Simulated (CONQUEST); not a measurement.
## KTaO3 in CONQUEST: convergence with supercell

Input of the first run (supercell 1 boxes an edge, Gamma point alone); the others differ in this setting and in those tied to it:

Contents of Conquest_input:

```
IO.Title KTaO3
IO.Coordinates coords.dat
IO.FractionalAtomicCoords T
IO.Iprint 2
IO.Iprint_init 1
General.NumberOfSpecies 3
General.PseudopotentialType hamann
AtomMove.TypeOfRun static
AtomMove.FullStress T
Grid.GridCutoff 150
DM.SolutionMethod diagon
Diag.MPMesh T
Diag.GammaCentred T
Diag.MPMeshX 1
Diag.MPMeshY 1
Diag.MPMeshZ 1
Diag.kT 0.00183747
minE.SCTolerance 1e-6
SC.MaxIters 100
IO.AtomChargeOutput T
%block ChemicalSpeciesLabel
1 180.950 Ta
2 39.100 K
3 16.000 O
%endblock
```

coords.dat

```
    7.5367947028     0.0000000000     0.0000000000
    0.0000000000     7.5367947028     0.0000000000
    0.0000000000     0.0000000000     7.5367947028
5
  0.0000000000   0.0000000000   0.0000000000 1 T T T
  0.5000000000   0.5000000000   0.5000000000 2 T T T
  0.5000000000   0.0000000000   0.0000000000 3 T T T
  0.0000000000   0.5000000000   0.0000000000 3 T T T
  0.0000000000   0.0000000000   0.5000000000 3 T T T
```

Potentials or basis: PseudoDojo NC PBE, SZ, grid cutoff 150 Ha.

Command:

```sh
$ OMP_NUM_THREADS=1 Conquest
```

Hardware: 1 thread of AMD EPYC 9B45 (Zen 5) (shared host).

```tsv
supercell	energy less the tightest run, at zero smearing (meV/atom)	pressure (GPa)	gap on the mesh (eV)	SCF cycles	CPU time (s)	peak memory (GiB)
1 boxes an edge, Gamma point alone	5346.84	55.31	0.051	21	25	0.64
2 boxes an edge, Gamma point alone	279.90	10.14	0.421	9	130	4.8
3 boxes an edge, Gamma point alone	0.00	9.01	1.228	9	350	12
```

Not settled before the last step: the energy (to 1 meV/atom), the pressure (to 0.1 GPa), the gap on the mesh (to 0.01 eV). The tightest run that finished is the yardstick and may itself not be fully converged.

Caveat, for the tightest run too: the k mesh is coarse (spacing up to 0.53 Å⁻¹), so the values aren't converged; the atomic basis is small; spin-orbit coupling is left out, which moves the levels of the heavy elements; an odd mesh through Γ misses points on the zone boundary, where band edges often lie; the basis of atomic orbitals isn't converged, which shifts pressures, moduli and gaps.
